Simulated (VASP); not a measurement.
Calculation: revPBE GGA, VASP's PBE PAW potentials (set 64) (plane waves; VASP 6.6.1).

VASP input:

**INCAR**
```
SYSTEM  =  ZrO2
PREC  =  Accurate; ENCUT  =  520; LREAL  =  F
LASPH  =  T; ICHARG  =  11
EDIFF  =  1E-7; NELM  =  100; ALGO  =  Normal
LMAXMIX  =  4
ISMEAR  =  0; SIGMA  =  0.05
GGA  =  RE
LWAVE  =  F; LCHARG  =  F; LORBIT  =  11
```

KPOINTS:
```
k-points along high-symmetry lines
15
Line-mode
Reciprocal
  0.000000   0.000000   0.000000 ! GAMMA
  0.500000   0.000000   0.500000 ! X

  0.500000   0.000000   0.500000 ! X
  0.625000   0.250000   0.625000 ! U

  0.375000   0.375000   0.750000 ! K
  0.000000   0.000000   0.000000 ! GAMMA

  0.000000   0.000000   0.000000 ! GAMMA
  0.500000   0.500000   0.500000 ! L

  0.500000   0.500000   0.500000 ! L
  0.500000   0.250000   0.750000 ! W

  0.500000   0.250000   0.750000 ! W
  0.500000   0.000000   0.500000 ! X
```

### POSCAR
```
ZrO2
1.0
  0.0000000000   2.5714645345   2.5714645345
  2.5714645345   0.0000000000   2.5714645345
  2.5714645345   2.5714645345   0.0000000000
Zr O
1 2
Cart
  0.0000000000   0.0000000000   0.0000000000
  1.2857322673   1.2857322673   1.2857322673
  3.8571968017   3.8571968017   3.8571968017
```

POTCAR, in this order: Zr_sv O (PBE.64 set). Program: vasp_std. Read from the step before: CHGCAR.

The resulting files:

OSZICAR:
```
       N       E                     dE             d eps       ncg     rms          rms(c)
DAV:   1     0.189858096779E+03    0.18986E+03   -0.14661E+04  2880   0.154E+03
DAV:   2    -0.188278740395E+02   -0.20869E+03   -0.20554E+03  3800   0.384E+02
DAV:   3    -0.268492109022E+02   -0.80213E+01   -0.80098E+01  4432   0.731E+01
DAV:   4    -0.270382991445E+02   -0.18909E+00   -0.18904E+00  3800   0.881E+00
DAV:   5    -0.270419152467E+02   -0.36161E-02   -0.36161E-02  3976   0.944E-01
DAV:   6    -0.270419602107E+02   -0.44964E-04   -0.44964E-04  3712   0.972E-02
DAV:   7    -0.270419608038E+02   -0.59310E-06   -0.59307E-06  4224   0.104E-02
DAV:   8    -0.270419608089E+02   -0.51627E-08   -0.51898E-08  3072   0.110E-03
   1 F= -.27041961E+02 E0= -.27041961E+02  d E =-.965723E-21
```

OUTCAR:
```
 val. band max:        6.9759395729   @ k =   0.5000   0.0000   0.5000

 cond. band min:      10.2754889989   @ k =   0.0000   0.0000   0.0000



 k-point     1 :       0.0000    0.0000    0.0000
  band No.  band energies     occupation
      1     -41.3059      2.00000
      2     -19.1162      2.00000
      3     -19.1162      2.00000
      4     -19.1162      2.00000
      5     -11.1317      2.00000
      6      -8.7142      2.00000
      7       1.9286      2.00000
      8       1.9286      2.00000
      9       1.9286      2.00000
     10       6.4594      2.00000
     11       6.4594      2.00000
     12       6.4594      2.00000
     13      10.2755      0.00000
     14      10.2755      0.00000
     15      13.4598      0.00000
     16      15.9584      0.00000

 k-point     2 :       0.0357    0.0000    0.0357
  band No.  band energies     occupation
      1     -41.3052      2.00000
      2     -19.1253      2.00000
      3     -19.1181      2.00000
      4     -19.1181      2.00000
      5     -11.1089      2.00000
      6      -8.7312      2.00000
      7       1.9429      2.00000
      8       1.9429      2.00000
      9       1.9783      2.00000
     10       6.3434      2.00000
     11       6.4629      2.00000
     12       6.4629      2.00000
     13      10.2891      0.00000
     14      10.3287      0.00000
     15      13.5242      0.00000
     16      15.9187      0.00000

 k-point     3 :       0.0714    0.0000    0.0714
  band No.  band energies     occupation
      1     -41.3033      2.00000
      2     -19.1523      2.00000
      3     -19.1237      2.00000
      4     -19.1237      2.00000
      5     -11.0417      2.00000
      6      -8.7810      2.00000
      7       1.9856      2.00000
      8       1.9856      2.00000
      9       2.1251      2.00000
     10       6.0261      2.00000
     11       6.4722      2.00000
     12       6.4722      2.00000
     13      10.3294      0.00000
     14      10.4636      0.00000
...
```

The density is held fixed in this step, so its total energy and stress have no physical meaning.

The compound is ZrO2 in the fluorite structure, the high-temperature cubic form, which is unstable at 0 K; the monoclinic form is the stable one. It was relaxed first.
